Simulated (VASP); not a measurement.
## VASP 6.6.1 run: NaCl

INCAR

```
BMIX = 0.0001
EDIFF = 1E-7
NBANDS = 14
LASPH = .TRUE.
NELM = 120
GGA = PE
ENCUT = 520
LREAL = .FALSE.
ISMEAR = -1
PREC = Accurate
SIGMA = 0.02
ISIF = 2
NSW = 0
LCHARG = .FALSE.
LWAVE = .FALSE.
AMIX = 0.2
IBRION = -1
```

KPOINTS

```
KPOINTS created by Atomic Simulation Environment
0
Gamma
8 8 8
0 0 0
```

POSCAR

```
Na Cl
 1.0000000000000000
     0.0000000000000000    2.8867797900999999    2.8867797900999999
     2.8867797900999999    0.0000000000000000    2.8867797900999999
     2.8867797900999999    2.8867797900999999    0.0000000000000000
 Na  Cl
   1   1
Cartesian
  0.0000000000000000  0.0000000000000000  0.0000000000000000
  2.8867797900999999  2.8867797900999999  2.8867797900999999
```

The recommended PBE PAW datasets give the neutral cell 14 valence electrons.

Command

```
mpirun -np 1 vasp_std
```

OSZICAR

```
N       E                     dE             d eps       ncg     rms          rms(c)
DAV:   1     0.986159866852E+02    0.98616E+02   -0.70719E+03   812   0.990E+02
DAV:   2     0.216232130279E+01   -0.96454E+02   -0.88113E+02   870   0.258E+02
DAV:   3    -0.682944639051E+01   -0.89918E+01   -0.89260E+01  1040   0.736E+01
DAV:   4    -0.698344123665E+01   -0.15399E+00   -0.15390E+00   962   0.105E+01
DAV:   5    -0.698654046876E+01   -0.30992E-02   -0.30990E-02  1052   0.154E+00    0.214E+00
DAV:   6    -0.683008292361E+01    0.15646E+00   -0.13796E-01  1016   0.209E+00    0.172E+00
DAV:   7    -0.676474238141E+01    0.65341E-01   -0.27199E-01  1056   0.286E+00    0.150E+00
DAV:   8    -0.677348548487E+01   -0.87431E-02   -0.18826E-02   902   0.113E+00    0.301E-01
DAV:   9    -0.677252979645E+01    0.95569E-03   -0.21276E-03  1016   0.297E-01    0.844E-02
DAV:  10    -0.677267549265E+01   -0.14570E-03   -0.50666E-04   950   0.132E-01    0.884E-02
DAV:  11    -0.677265424831E+01    0.21244E-04   -0.12792E-04  1052   0.730E-02    0.442E-03
DAV:  12    -0.677265521367E+01   -0.96536E-06   -0.32885E-06   974   0.111E-02    0.354E-03
DAV:  13    -0.677265531522E+01   -0.10156E-06   -0.11683E-07  1046   0.289E-03    0.833E-04
DAV:  14    -0.677265529729E+01    0.17934E-07   -0.18290E-08   922   0.112E-03
   1 F= -.67726553E+01 E0= -.67726553E+01  d E =-.153117E-12
```

Standard output (part)

```
POSCAR found type information on POSCAR NaCl
 POSCAR found :  2 types and       2 ions
 LDA part: xc-table for (Slater+PW92), standard interpolation
 POSCAR, INCAR and KPOINTS ok, starting setup
 WAVECAR not read
 entering main loop
```

From OUTCAR

```
k-points           NKPTS =     29   k-points in BZ     NKDIM =     29   number of bands    NBANDS=     14

   NELECT =      14.0000    total number of electrons

   dimension x,y,z NGX =    30 NGY =   30 NGZ =   30
   dimension x,y,z NGXF=    60 NGYF=   60 NGZF=   60

  energy-cutoff  :      520.00
  volume of cell :       48.11
      direct lattice vectors                 reciprocal lattice vectors
     0.000000000  2.886779790  2.886779790    -0.173203374  0.173203374  0.173203374
     2.886779790  0.000000000  2.886779790     0.173203374 -0.173203374  0.173203374
     2.886779790  2.886779790  0.000000000     0.173203374  0.173203374 -0.173203374

 k-points in reciprocal lattice and weights: KPOINTS created by Atomic Simulation Env
   0.00000000  0.00000000  0.00000000       0.002
   0.12500000  0.00000000  0.00000000       0.016
   0.25000000  0.00000000  0.00000000       0.016
   0.37500000  0.00000000  0.00000000       0.016
   0.50000000  0.00000000  0.00000000       0.008
   0.12500000  0.12500000  0.00000000       0.012
   0.25000000  0.12500000  0.00000000       0.047
   0.37500000  0.12500000  0.00000000       0.047
   ...

 E-fermi :  -0.6121

 k-point     1 :       0.0000    0.0000    0.0000
  band No.  band energies     occupation
      1     -22.0808      2.00000
      2     -22.0808      2.00000
      3     -22.0808      2.00000
      4     -13.6287      2.00000
      5      -1.1174      2.00000
      6      -1.1174      2.00000
      7      -1.1174      2.00000
      8       3.7319      0.00000
      9       9.9220      0.00000
     10       9.9220      0.00000
     11       9.9220      0.00000
     12      11.9942      0.00000
     13      11.9942      0.00000
     14      13.4856      0.00000

 k-point     2 :       0.1250    0.0000    0.0000
  band No.  band energies     occupation
      1     -22.0839      2.00000
      2     -22.0810      2.00000
      3     -22.0810      2.00000
      4     -13.5905      2.00000
      5      -1.4470      2.00000
      6      -1.1523      2.00000
      7      -1.1523      2.00000
      8       4.1990      0.00000
      9       9.3706      0.00000
     10      10.0952      0.00000
     11      10.0953      0.00000
     12      11.7041      0.00000
     13      11.7041      0.00000
     14      14.2923      0.00000

 k-point     3 :       0.2500    0.0000    0.0000
  band No.  band energies     occupation
      1     -22.0912      2.00000
      2     -22.0816      2.00000
      3     -22.0816      2.00000
      4     -13.4961      2.00000
      5      -2.0993      2.00000
      6      -1.2342      2.00000
      7      -1.2342      2.00000
      8       5.1627      0.00000
      9       8.7231      0.00000
     10      10.1297      0.00000
     11      10.1297      0.00000
     12      11.8999      0.00000
     13      11.8999      0.00000
     14      13.9442      0.00000

 k-point     4 :       0.3750    0.0000    0.0000
  band No.  band energies     occupation
      1     -22.0985      2.00000
      2     -22.0822      2.00000
      3     -22.0822      2.00000
      4     -13.3984      2.00000
      5      -2.6374      2.00000
      6      -1.3129      2.00000
      7      -1.3129      2.00000
      8       5.8585      0.00000
      9       8.7159      0.00000
     10       9.8190      0.00000
     11       9.8190      0.00000
     12      13.1928      0.00000
     13      13.1928      0.00000
     14      13.4789      0.00000

 ...

  Total       -0.2729055     -0.2729055     -0.2729055     -0.0000000      0.0000000      0.0000000
  in kB       -9.0876571     -9.0876571     -9.0876571     -0.0000000      0.0000000      0.0000000
  external PRESSURE =      -9.0876571 kB  Pullay stress =       0.0000000 kB

 POSITION                                       TOTAL-FORCE (eV/Angst)
 -----------------------------------------------------------------------------------
      0.00000      0.00000      0.00000         0.000000      0.000000      0.000000
      2.88678      2.88678      2.88678        -0.000000     -0.000000     -0.000000
 -----------------------------------------------------------------------------------
    total drift:                                0.000000      0.000000      0.000000

  FREE ENERGIE OF THE ION-ELECTRON SYSTEM (eV)
  ---------------------------------------------------
  free  energy   TOTEN  =        -6.7726552973 eV

  energy  without entropy=       -6.7726552973  energy(sigma->0) =       -6.77265530
```

It converged. Results: gap between bands v and c on the k mesh 4.85 eV; least direct gap on the k mesh 4.85 eV; pressure -0.9 GPa. Band v is the last that the valence electrons fill when counted band by band, and c is the next.

For comparison, a separate PBE run of the intended cell, on usual settings and not on those above, gives a gap of 4.85 eV on its mesh and a pressure of -0.9 GPa.

The run above took about 15 s on one core of a shared host (Intel Xeon Platinum 8488C) and held 0.16 GiB at most.
